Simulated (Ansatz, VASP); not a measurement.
Two plane-wave programs on Ta

Contents of INCAR:

```
ALGO = Normal ; EDIFF = 1E-6
EDIFFG = -0.01 ; ENCUT = 600
GGA = PS ; IBRION = 2
ISIF = 3 ; ISMEAR = -1
LASPH = T ; LCHARG = F
LREAL = F ; LWAVE = F
NELM = 100 ; NSW = 60
PREC = Accurate ; SIGMA = 0.05
```

KPOINTS

```
k-points
0
Gamma
  11 11 11
```

Contents of POSCAR:

```
Ta
1.0
   -1.6512800000      1.6512800000      1.6512800000
    1.6512800000     -1.6512800000      1.6512800000
    1.6512800000      1.6512800000     -1.6512800000
Ta
1
Direct
    0.0000000000      0.0000000000      0.0000000000
```

input.yaml

```yaml
crystal:
  lattice:
    - [-1.65128, 1.65128, 1.65128]
    - [1.65128, -1.65128, 1.65128]
    - [1.65128, 1.65128, -1.65128]
  atoms:
    - { symbol: Ta, position: [0.0, 0.0, 0.0] }
hamiltonian:
  xc: pbesol
  pseudopotentials: { kind: paw }
kpoints:
  mp_grid: { grid: [11, 11, 11] }
scf:
  occupations: { method: fermi_dirac, width: 0.05 }
output:
  forces: true
  stress: true
  eigenvalues: true
  write_density: true
  write_potential: true
  elf: true
  volumetric_format: npy
relax:
  f_tol: 0.01
  max_steps: 40
  cell: { stress_tol: 0.05 }
```

Alike in both runs: task relaxation of cell and atoms; functional PBEsol; k mesh 11 × 11 × 11; occupations fermi-dirac, width 0.05 eV; no spin polarisation.

|  | VASP | Ansatz |
| --- | --- | --- |
| version | VASP 6.6.1 | Ansatz 0.2.0 |
| potentials or method | VASP PAW PBE potentials, release 64 (Ta_pv) | Ansatz PAW |
| plane-wave cutoff (eV) | 600 | 420 |
| valence electrons in the cell | 11 | 13 |

|  | VASP | Ansatz | Ansatz less VASP |
| --- | --- | --- | --- |
| gap on the k mesh at the Fermi level, each at its own relaxed structure (eV) | none | none | - |
| relaxed volume (Å³/atom) | 17.65 | 17.63 | -0.023 |
| relaxed cell length with the largest relative difference (Å) | 2.841 | 2.840 | -0.0012 |
| energy change over the relaxation (meV/atom) | -5 | -5 | -0.4 |

A gap of «none» marks a metal or a gap that the smearing closes. The two sets of potentials don't hold the same shells in valence.

Caveats: the PAW data sets were made with another functional, which shifts forces and pressure a little (VASP); the plane-wave basis is chosen anew once the cell has moved, so the energies of steps on either side of that aren't comparable (Ansatz); the PAW data sets come from PBE, with cores solved anew for the run's functional, which leaves a small shift of forces and pressure (Ansatz). Spin-orbit coupling is left out, which matters for the levels of Ta.
